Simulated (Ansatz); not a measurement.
All numbers below come from Ansatz 0.2.0, DFT PBE, scalar-relativistic, plane waves, PAW. Several structures of WSe₄ were relaxed, and the powder pattern of one of them was computed from 10° to 70° in 2θ (λ = 1.5406 Å; lines under 1 % are left out).

Cu Kα1 powder pattern (kinematic, no thermal factors).
| 2θ (°) | relative intensity |
| --- | --- |
| 17.79 | 100 |
| 25.27 | 1 |
| 31.07 | 60 |
| 36.03 | 44 |
| 40.46 | 3 |
| 44.52 | 2 |
| 48.30 | 46 |
| 51.88 | 3 |
| 55.28 | 42 |
| 58.55 | 5 |
| 64.78 | 8 |
| 67.78 | 21 |

**Question.** Which structure gives it?
A.

```cif
data_structure
_symmetry_space_group_name_H-M 'P-43m'
_symmetry_Int_Tables_number 215
_cell_length_a 5.4602
_cell_length_b 5.4602
_cell_length_c 5.4602
_cell_angle_alpha 90.000
_cell_angle_beta 90.000
_cell_angle_gamma 90.000
_cell_volume 162.79
loop_
_atom_site_label
_atom_site_type_symbol
_atom_site_symmetry_multiplicity
_atom_site_Wyckoff_symbol
_atom_site_fract_x
_atom_site_fract_y
_atom_site_fract_z
_atom_site_occupancy
W1 W 1 a 0.00000 0.00000 0.00000 1
Se1 Se 4 e 0.24514 0.24514 0.24514 1
```

B.

```cif
data_structure
_symmetry_space_group_name_H-M 'Im-3m'
_symmetry_Int_Tables_number 229
_cell_length_a 6.1367
_cell_length_b 6.1367
_cell_length_c 6.1367
_cell_angle_alpha 90.000
_cell_angle_beta 90.000
_cell_angle_gamma 90.000
_cell_volume 231.10
loop_
_atom_site_label
_atom_site_type_symbol
_atom_site_symmetry_multiplicity
_atom_site_Wyckoff_symbol
_atom_site_fract_x
_atom_site_fract_y
_atom_site_fract_z
_atom_site_occupancy
Se1 Se 8 c 0.25000 0.25000 0.25000 1
W1 W 2 a 0.00000 0.00000 0.00000 1
```

C.

```cif
data_structure
_symmetry_space_group_name_H-M 'Pm-3m'
_symmetry_Int_Tables_number 221
_cell_length_a 4.9067
_cell_length_b 4.9067
_cell_length_c 4.9067
_cell_angle_alpha 90.000
_cell_angle_beta 90.000
_cell_angle_gamma 90.000
_cell_volume 118.13
loop_
_atom_site_label
_atom_site_type_symbol
_atom_site_symmetry_multiplicity
_atom_site_Wyckoff_symbol
_atom_site_fract_x
_atom_site_fract_y
_atom_site_fract_z
_atom_site_occupancy
W1 W 1 a 0.00000 0.00000 0.00000 1
Se1 Se 3 d 0.50000 0.00000 0.00000 1
Se2 Se 1 b 0.50000 0.50000 0.50000 1
```

D.

```cif
data_structure
_symmetry_space_group_name_H-M 'I-43m'
_symmetry_Int_Tables_number 217
_cell_length_a 7.0445
_cell_length_b 7.0445
_cell_length_c 7.0445
_cell_angle_alpha 90.000
_cell_angle_beta 90.000
_cell_angle_gamma 90.000
_cell_volume 349.58
loop_
_atom_site_label
_atom_site_type_symbol
_atom_site_symmetry_multiplicity
_atom_site_Wyckoff_symbol
_atom_site_fract_x
_atom_site_fract_y
_atom_site_fract_z
_atom_site_occupancy
W1 W 2 a 0.00000 0.00000 0.00000 1
Se1 Se 8 c 0.30890 0.69110 0.30890 1
```

**Answer.** D. Its strongest line, at 2θ = 17.79°, has d = λ/(2 sin θ) = 4.981 Å and is the (1 1 0) reflection of the conventional I-43m cell with a = 7.044 Å. The others have their strongest lines at 28.3° (A); 41.6° (B); 36.6° (C).

The cells needn't be stable.
